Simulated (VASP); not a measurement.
# WS2 (Fm-3m) in VASP: a series of runs

Runs on WS2. Level: PBEsol. Tasks: single point.

Everything below comes from runs of VASP 6.6.1. Logs are shortened: lines on timing, memory, paths and dates and some standing lists are left out, and cuts for length are marked.

### Step 1. The structure

It takes space group Fm-3m (No. 225, cubic). The conventional cell has a = 6.016 Å, b = 6.016 Å, c = 6.016 Å, α = 90.00°, β = 90.00°, γ = 90.00°. W (site symmetry m-3m) has 8 S at 2.60 Å as nearest neighbours. S (site symmetry -43m) has 4 W at 2.60 Å as nearest neighbours.

Measurements of this composition are mostly on another form, of space group No. 194.

### Step 2. Single point, PBEsol, collinear spin, ferromagnetic start

Input file INCAR:

```
ALGO = Fast ; EDIFF = 1E-6
ENCUT = 520 ; GGA = PS
ISIF = 2 ; ISMEAR = 0
ISPIN = 2 ; LASPH = True
LCHARG = False ; LMAXMIX = 4
LORBIT = 11 ; LREAL = False
LWAVE = False ; MAGMOM = 0.5 0 0
NELM = 80 ; PREC = Accurate
SIGMA = 0.05
```

Input file KPOINTS:

```
k-points
0
Gamma
  6 6 6
```

Input file POSCAR:

```
WS2
1.0
    0.0000000000      3.0079352200      3.0079352200
    3.0079352200      0.0000000000      3.0079352200
    3.0079352200      3.0079352200      0.0000000000
W S
1 2
Direct
    0.0000000000      0.0000000000      0.0000000000
    0.2500000000      0.2500000000      0.2500000000
    0.7500000000      0.7500000000      0.7500000000
```

Potentials or basis: VASP PAW PBE potentials, release 64 (W_sv, S).

Command:

```console
$ cat potpaw_PBE.64/W_sv/POTCAR potpaw_PBE.64/S/POTCAR > POTCAR
$ mpirun -np 1 vasp_std > vasp.out
```

OUTCAR:

```text
EDIFF = 1E-6
   ENCUT = 520
   GGA = PS
   ISIF = 2
   ISMEAR = 0
   ISPIN = 2
   LASPH = True
   LORBIT = 11
   LREAL = False
   NELM = 80
   PREC = Accurate

 ion  position               nearest neighbor table
   1  0.000  0.000  0.000-   3 2.60   3 2.60   3 2.60   2 2.60   3 2.60   2 2.60   2 2.60   2 2.60

   2  0.250  0.250  0.250-   1 2.60   1 2.60   1 2.60   1 2.60
   3  0.750  0.750  0.750-   1 2.60   1 2.60   1 2.60   1 2.60

  LATTYP: Found a face centered cubic cell.
 ALAT       =     6.0158704400

  Lattice vectors:

 A1 = (   0.0000000000,   3.0079352200,   3.0079352200)
 A2 = (   3.0079352200,   0.0000000000,   3.0079352200)
 A3 = (   3.0079352200,   3.0079352200,   0.0000000000)

Analysis of symmetry for initial positions (statically):
=====================================================================
 Subroutine PRICEL returns:
 Original cell was already a primitive cell.

 Routine SETGRP: Setting up the symmetry group for a
 face centered cubic supercell.

 Subroutine GETGRP returns: Found 48 space group operations
 (whereof 48 operations were pure point group operations)
 out of a pool of 48 trial point group operations.

The static configuration has the point symmetry O_h .

Analysis of symmetry for dynamics (positions and initial velocities):
=====================================================================
 Subroutine PRICEL returns:
 Original cell was already a primitive cell.

 Routine SETGRP: Setting up the symmetry group for a
 face centered cubic supercell.

 Subroutine GETGRP returns: Found 48 space group operations
 (whereof 48 operations were pure point group operations)
 out of a pool of 48 trial point group operations.

The dynamic configuration has the point symmetry O_h .

Analysis of structural, dynamic, and magnetic symmetry:
=====================================================================
 Subroutine PRICEL returns:
 Original cell was already a primitive cell.

 Routine SETGRP: Setting up the symmetry group for a
 face centered cubic supercell.

 Subroutine GETGRP returns: Found 48 space group operations
 (whereof 48 operations were pure point group operations)
 out of a pool of 48 trial point group operations.

The overall configuration has the point symmetry O_h .

 Subroutine INISYM returns: Found 48 space group operations
 (whereof 48 operations are pure point group operations),
 and found     1 'primitive' translations

----------------------------------------------------------------------------------------

                                     Primitive cell

  volume of cell :      54.4296

  direct lattice vectors                    reciprocal lattice vectors
     0.000000000  3.007935220  3.007935220    -0.166226984  0.166226984  0.166226984
     3.007935220  0.000000000  3.007935220     0.166226984 -0.166226984  0.166226984
     3.007935220  3.007935220  0.000000000     0.166226984  0.166226984 -0.166226984

  length of vectors
     4.253862783  4.253862783  4.253862783     0.287913582  0.287913582  0.287913582

  position of ions in fractional coordinates (direct lattice)
     0.000000000  0.000000000  0.000000000
     0.250000000  0.250000000  0.250000000
     0.750000000  0.750000000  0.750000000

  ion indices of the primitive-cell ions
   primitive index   ion index
                 1           1
                 2           2
                 3           3

----------------------------------------------------------------------------------------

 KPOINTS: k-points

Automatic generation of k-mesh.
 Grid dimensions read from file:
 generate k-points for:    6    6    6

 Generating k-lattice:

  Cartesian coordinates                     Fractional coordinates (reciprocal lattice)
    -0.027704497  0.027704497  0.027704497     0.166666667  0.000000000  0.000000000
     0.027704497 -0.027704497  0.027704497     0.000000000  0.166666667  0.000000000
     0.027704497  0.027704497 -0.027704497     0.000000000  0.000000000  0.166666667

  Length of vectors
     0.047985597  0.047985597  0.047985597

  Shift w.r.t. Gamma in fractional coordinates (k-lattice)
     0.000000000  0.000000000  0.000000000

 Subroutine IBZKPT returns following result:
 ===========================================

 Found     16 irreducible k-points:

 Following reciprocal coordinates:
            Coordinates               Weight
  0.000000  0.000000  0.000000      1.000000
  0.166667  0.000000  0.000000      8.000000
  0.333333  0.000000  0.000000      8.000000
  0.500000  0.000000  0.000000      4.000000
  0.166667  0.166667  0.000000      6.000000
  0.333333  0.166667  0.000000     24.000000
[... 8 lines left out ...]
 -0.333333  0.333333  0.166667     24.000000
 -0.333333  0.500000  0.166667     12.000000
   k-points           NKPTS =     16   k-points in BZ     NKDIM =     16   number of bands    NBANDS=     17
   number of dos      NEDOS =    301   number of ions     NIONS =      3
   total plane-waves  NPLWV =  32768
[... 33 lines left out ...]
   IMIX   =      4    mixing-type and parameters
     AMIX     =   0.40;   BMIX     =  1.00
     AMIX_MAG =   1.60;   BMIX_MAG =  1.00
  volume/ion in A,a.u.               =      18.14       122.44
  Fermi-wavevector in a.u.,A,eV,Ry     =   1.279737  2.418353 22.282634  1.637727
  Thomas-Fermi vector in A             =   2.412205
   LORBIT       =     11    0 simple, 1 ext, 2 COOP (PROOUT), +10 PAW based schemes
   GGA     = PS    functional components
   LHFCALC =     F    Hartree Fock is set to
   AEXX    =    0.0000 exact exchange contribution
   IVDW    =     0    specifies the selected vdW correction
   LEPSILON=     F    determine dielectric tensor
   LRPA    =     F    only Hartree local field effects (RPA)
 spin polarized calculation
 RMM-DIIS sequential band-by-band and
 Gauss-broadening in eV      SIGMA  =   0.05
  energy-cutoff  :      520.00
  volume of cell :       54.43
 maximum number of plane-waves:      1484
   NGX = 15   NGY = 15   NGZ = 15

 number of electron      26.0000000 magnetization       1.7494036

 Free energy of the ion-electron system (eV)
  ---------------------------------------------------
  ext. energy  EPLUGINS =         0.00000000
  ---------------------------------------------------
  free energy    TOTEN  =       -22.72888406 eV

  energy without entropy =      -22.72704521  energy(sigma->0) =      -22.72796463

 E-fermi :   7.3296     XC(G=0): -11.1367

 val. band max:        7.2957747572   @ k =   0.5000   0.3333   0.0000
 cond. band min:       7.3364829172   @ k =  -0.1667   0.1667   0.0000
 fundamental gap:      0.0407081600
 Fermi energy:         7.3296120749

 spin component 1

 k-point     1 :       0.0000    0.0000    0.0000
  band No.  band energies     occupation
      1     -67.5845      1.00000
      2     -31.8274      1.00000
      3     -31.8274      1.00000
      4     -31.8274      1.00000
      5      -8.0975      1.00000
      6      -3.7350      1.00000
[... 9 lines left out ...]
     16      11.5934      0.00000
     17      11.5965      0.00000
[... 281 lines left out ...]
 k-point    16 :      -0.3333    0.5000    0.1667
  band No.  band energies     occupation
      1     -67.5842      1.00000
      2     -31.8435      1.00000
      3     -31.8373      1.00000
      4     -31.8342      1.00000
      5      -6.0249      1.00000
      6      -5.6802      1.00000
[... 9 lines left out ...]
     16       9.3658      0.00000
     17      10.7479      0.00000
 Fermi energy:         7.3296120749

 spin component 2

 k-point     1 :       0.0000    0.0000    0.0000
  band No.  band energies     occupation
      1     -66.9568      1.00000
      2     -30.9845      1.00000
      3     -30.9845      1.00000
      4     -30.9845      1.00000
      5      -7.9900      1.00000
      6      -3.7586      1.00000
[... 9 lines left out ...]
     16      12.0755      0.00000
     17      12.0920      0.00000
[... 281 lines left out ...]
 k-point    16 :      -0.3333    0.5000    0.1667
  band No.  band energies     occupation
      1     -66.9565      1.00000
      2     -31.0012      1.00000
      3     -30.9947      1.00000
      4     -30.9915      1.00000
      5      -5.9974      1.00000
      6      -5.6427      1.00000
[... 9 lines left out ...]
     16       9.8527      0.00000
     17      11.0571      0.00000

------------------------ aborting loop because EDIFF is reached ----------------------------------------

  FORCE on cell =-STRESS in cart. coord.  units (eV):
  Direction    XX          YY          ZZ          XY          YZ          ZX
  --------------------------------------------------------------------------------------
  -------------------------------------------------------------------------------------
  Total       -3.6180777     -3.6180777     -3.6180777      0.0000000     -0.0000000      0.0000000
  in kB     -106.5008428   -106.5008428   -106.5008428      0.0000000     -0.0000000      0.0000000
  external PRESSURE =    -106.5008428 kB  Pullay stress =       0.0000000 kB

 VOLUME and BASIS-vectors are now :
 -----------------------------------------------------------------------------
  energy-cutoff  :      520.00
  volume of cell :       54.43
      direct lattice vectors                 reciprocal lattice vectors
     0.000000000  3.007935220  3.007935220    -0.166226984  0.166226984  0.166226984
     3.007935220  0.000000000  3.007935220     0.166226984 -0.166226984  0.166226984
     3.007935220  3.007935220  0.000000000     0.166226984  0.166226984 -0.166226984

 POSITION                                       TOTAL-FORCE (eV/Angst)
 -----------------------------------------------------------------------------------
      0.00000      0.00000      0.00000         0.000000      0.000000      0.000000
      1.50397      1.50397      1.50397        -0.000000     -0.000000      0.000000
      4.51190      4.51190      4.51190         0.000000      0.000000     -0.000000
 -----------------------------------------------------------------------------------
    total drift:                                0.000000     -0.000000      0.000000

  FREE ENERGIE OF THE ION-ELECTRON SYSTEM (eV)
  ---------------------------------------------------
  free  energy   TOTEN  =       -22.7288840572 eV

  energy  without entropy=      -22.7270452115  energy(sigma->0) =      -22.72796463

 total charge

# of ion       s       p       d       tot
------------------------------------------
    1        2.307   6.213   3.209  11.728
    2        1.346   2.295   0.000   3.640
    3        1.346   2.295   0.000   3.640
--------------------------------------------------
tot          4.999  10.802   3.209  19.009

 magnetization (x)

# of ion       s       p       d       tot
------------------------------------------
    1        0.035   0.035   1.328   1.398
    2       -0.003  -0.035   0.000  -0.038
    3       -0.003  -0.035   0.000  -0.038
--------------------------------------------------
tot          0.029  -0.034   1.328   1.322
```

It took 36 s on 1 thread of Intel Xeon Platinum 8488C (Sapphire Rapids), shared host; peak memory 0.21 GiB.

Results:

```
Free energy                                           : -22.7289 eV
Pressure                                              : -10.7 GPa
Band gap on the k mesh                                : none (metal or under the smearing width)
Net moment                                            : 1.75 μB per cell
Site moments                                          : W +1.40; S -0.04 μB
Valence electrons inside the program's atomic spheres : W 11.73; S 3.64
```

Levels at points of the mesh, in eV from the Fermi level:
Spin up:
| k point | band 12 | band 13 | band 14 | band 15 | band 16 | band 17 |
| --- | --- | --- | --- | --- | --- | --- |
| (0.00, 0.00, 0.00) | -0.92 | -0.92 | -0.92 | 4.19 | 4.26 | 4.27 |
| (0.50, 0.00, 0.00) | -3.24 | -1.08 | -1.08 | 1.16 | 3.67 | 3.67 |
| (0.50, 0.50, 0.00) | -1.78 | -0.63 | 0.49 | 1.27 | 3.07 | 3.07 |
Spin down:
| k point | band 8 | band 9 | band 10 | band 11 | band 12 | band 13 | band 14 | band 15 | band 16 | band 17 |
| --- | --- | --- | --- | --- | --- | --- | --- | --- | --- | --- |
| (0.00, 0.00, 0.00) | -5.91 | -5.91 | -0.88 | -0.88 | -0.88 | -0.32 | -0.32 | 4.75 | 4.75 | 4.76 |
| (0.50, 0.00, 0.00) | -5.00 | -4.32 | -3.23 | -3.14 | -3.14 | 0.15 | 0.15 | 1.82 | 4.33 | 4.33 |
| (0.50, 0.50, 0.00) | -5.13 | -5.13 | -2.44 | -2.44 | -0.69 | 0.49 | 0.89 | 1.97 | 3.39 | 3.39 |

Caveat: the PAW data sets were made with another functional, which shifts forces and pressure a little. The run has no spin-orbit coupling, so splittings on W are missing.

### Step 3. Single point, PBEsol, collinear spin, ferromagnetic start

Input file INCAR:

```
ALGO     = Normal         # electronic algorithm
EDIFF    = 1E-6           # SCF threshold, eV
ENCUT    = 520            # plane-wave cutoff, eV
GGA      = PS             # functional
ISIF     = 2              # what is computed and relaxed
ISMEAR   = 0              # smearing method
ISPIN    = 2              # spin polarisation
LASPH    = T              # aspherical terms in the spheres
LCHARG   = T              # write CHGCAR
LELF     = T              # ELF
LMAXMIX  = 4              # l up to which the mixer works
LORBIT   = 11             # projections on sites
LREAL    = F              # projectors in reciprocal space
LVHAR    = T            
LWAVE    = F              # write WAVECAR
MAGMOM   = 0.5 0 0        # initial moments
NBANDS   = 24             # bands
NELM     = 100            # most SCF steps
PREC     = Accurate       # precision mode
SIGMA    = 0.05           # smearing width, eV
```

KPOINTS is that of step 2.

POSCAR is that of step 2.

Potentials or basis: VASP PAW PBE potentials, release 64 (W_sv, S).

Command:

```console
$ cat potpaw_PBE.64/W_sv/POTCAR potpaw_PBE.64/S/POTCAR > POTCAR
$ mpirun -np 1 vasp_std > vasp.out
```

Run time: 40 s. Hardware: 1 thread of Intel Xeon Platinum 8488C (Sapphire Rapids), shared host; peak memory 0.21 GiB.

The run converged. Its results:

```
Free energy                                           : -22.7289 eV
Pressure                                              : -10.7 GPa
Band gap on the k mesh                                : none (metal or under the smearing width)
Net moment                                            : 1.75 μB per cell
Site moments                                          : W +1.40; S -0.04 μB
Valence electrons inside the program's atomic spheres : W 11.73; S 3.64
```

Levels at points of the mesh, in eV from the Fermi level:
Spin up:
| k point | band 11 | band 12 | band 13 | band 14 | band 15 | band 16 | band 17 | band 18 |
| --- | --- | --- | --- | --- | --- | --- | --- | --- |
| (0.00, 0.00, 0.00) | -1.60 | -0.92 | -0.92 | -0.92 | 4.04 | 4.04 | 4.04 | 4.15 |
| (0.50, 0.00, 0.00) | -3.24 | -3.24 | -1.08 | -1.08 | 1.16 | 3.67 | 3.67 | 6.30 |
| (0.50, 0.50, 0.00) | -2.87 | -1.78 | -0.63 | 0.49 | 1.27 | 3.07 | 3.07 | 4.97 |
Spin down:
```csv
k point,band 8,band 9,band 10,band 11,band 12,band 13,band 14,band 15,band 16,band 17
"(0.00, 0.00, 0.00)",-5.91,-5.91,-0.88,-0.88,-0.88,-0.32,-0.32,4.57,4.57,4.57
"(0.50, 0.00, 0.00)",-5.00,-4.32,-3.23,-3.15,-3.15,0.15,0.15,1.82,4.33,4.33
"(0.50, 0.50, 0.00)",-5.13,-5.13,-2.45,-2.45,-0.69,0.49,0.89,1.97,3.39,3.39
```

Caveat: the PAW data sets were made with another functional, which shifts forces and pressure a little.

### Step 4. Single point, PBEsol, collinear spin, random start

Input file INCAR:

```
SYSTEM = WS2
PREC     = Accurate       ! precision mode
ENCUT    = 520            ! plane-wave cutoff, eV
EDIFF    = 1E-6           ! SCF threshold, eV
ISMEAR   = 0              ! smearing method
SIGMA    = 0.05           ! smearing width, eV
LREAL    = .False.        ! projectors in reciprocal space
LASPH    = .True.         ! aspherical terms in the spheres
NELM     = 100            ! most SCF steps
ALGO     = Normal         ! electronic algorithm
ISIF     = 2              ! what is computed and relaxed
LWAVE    = .False.        ! write WAVECAR
LCHARG   = .False.        ! write CHGCAR
ISPIN    = 2              ! spin polarisation
MAGMOM   = 0.33 0 0       ! initial moments
LORBIT   = 11             ! projections on sites
LMAXMIX  = 4              ! l up to which the mixer works
GGA      = PS             ! functional
```

Input file KPOINTS:

```
Automatic mesh
0
Gamma
  6 6 6
  0 0 0
```

POSCAR is that of step 3.

Command:

```console
$ cat potpaw_PBE.64/W_sv/POTCAR potpaw_PBE.64/S/POTCAR > POTCAR
$ mpirun -np 1 vasp_std > vasp.out
```

It took 31 s on 1 thread of Intel Xeon Platinum 8488C (Sapphire Rapids), shared host; peak memory 0.2 GiB.

Results (log left out):

```yaml
Free_energy: -22.5735 eV
Pressure: -14.2 GPa
Band_gap_on_the_k_mesh: none (metal or under the smearing width)
Net_moment: 0.00 μB per cell
Valence_electrons_inside_the_program's_atomic_spheres: W 11.74; S 3.62
```

Levels at points of the mesh, in eV from the Fermi level:
Spin up:
```csv
k point,band 9,band 10,band 11,band 12,band 13,band 14,band 15,band 16,band 17
"(0.00, 0.00, 0.00)",-5.96,-0.88,-0.88,-0.84,-0.84,-0.84,4.41,4.41,4.51
"(0.50, 0.00, 0.00)",-4.42,-3.21,-3.13,-3.13,-0.38,-0.38,1.60,4.08,4.08
"(0.50, 0.50, 0.00)",-5.11,-2.56,-2.56,-1.15,0.20,0.54,1.74,3.31,3.31
```
Spin down:
| k point | band 10 | band 11 | band 12 | band 13 | band 14 | band 15 | band 16 | band 17 |
| --- | --- | --- | --- | --- | --- | --- | --- | --- |
| (0.00, 0.00, 0.00) | -0.88 | -0.88 | -0.84 | -0.84 | -0.84 | 4.41 | 4.41 | 4.43 |
| (0.50, 0.00, 0.00) | -3.21 | -3.13 | -3.13 | -0.38 | -0.38 | 1.60 | 4.08 | 4.08 |
| (0.50, 0.50, 0.00) | -2.56 | -2.56 | -1.15 | 0.20 | 0.54 | 1.74 | 3.31 | 3.31 |

Caveat: the PAW data sets were made with another functional, which shifts forces and pressure a little. Spin-orbit coupling is left out, which matters for the levels of W.

### Step 5. Single point, PBEsol, collinear spin, ferromagnetic start

Input file INCAR:

```
SYSTEM = WS2
PREC = Accurate ; ENCUT = 520
EDIFF = 1E-6 ; ISMEAR = 0
SIGMA = 0.05 ; LREAL = .False.
LASPH = .True. ; NELM = 80
ALGO = Normal ; ISIF = 2
LWAVE = .False. ; LCHARG = .True.
ISPIN = 2 ; MAGMOM = 0.5 0 0
LORBIT = 11 ; NUPDOWN = 2
LMAXMIX = 4 ; GGA = PS
LELF = .True. ; LVHAR = .True.
NBANDS = 24
```

Input file KPOINTS:

```
regular mesh
0
Gamma
  6 6 6
  0 0 0
```

POSCAR is that of step 4.

Command:

```console
$ cat potpaw_PBE.64/W_sv/POTCAR potpaw_PBE.64/S/POTCAR > POTCAR
$ mpirun -np 1 vasp_std > vasp.out
```

Wall time 53 s (1 thread of Intel Xeon Platinum 8488C (Sapphire Rapids), shared host); peak memory 0.21 GiB.

Results (log left out):

| Item | Value |
| --- | --- |
| Free energy | -22.7030 eV |
| Pressure | -9.5 GPa |
| Net moment | 2.00 μB per cell |
| Site moments | W +1.51; S -0.01 μB |
| Valence electrons inside the program's atomic spheres | W 11.72; S 3.65 |

Caveat: the moment is held away from its start; the PAW data sets were made with another functional, which shifts forces and pressure a little; the total moment is fixed, so each spin has its own Fermi level. Spin-orbit coupling is left out, which matters for the levels of W.

### Step 6. Overview

| spin | fixed moment (μB) | gap on the mesh (eV) | pressure (GPa) | moment (μB) |
| --- | --- | --- | --- | --- |
| collinear, ferromagnetic start | - | none | -10.7 | 1.75 |
| collinear, random start | - | none | -14.2 | 0.00 |
| collinear, ferromagnetic start | 2 | - | -9.5 | 2.00 |

Alike in all rows: task single point; level PBEsol; potentials or basis VASP PAW PBE potentials, release 64 (W_sv, S); cell as given; k mesh 6 × 6 × 6; cutoff (eV) 520; smearing gaussian 0.05 eV.

Caveats: the PAW data sets were made with another functional, which shifts forces and pressure a little; the moment is held away from its start (some runs); the total moment is fixed, so each spin has its own Fermi level (some runs).

Total energies depend on the potentials used, so only differences within one code and one set of settings carry meaning.
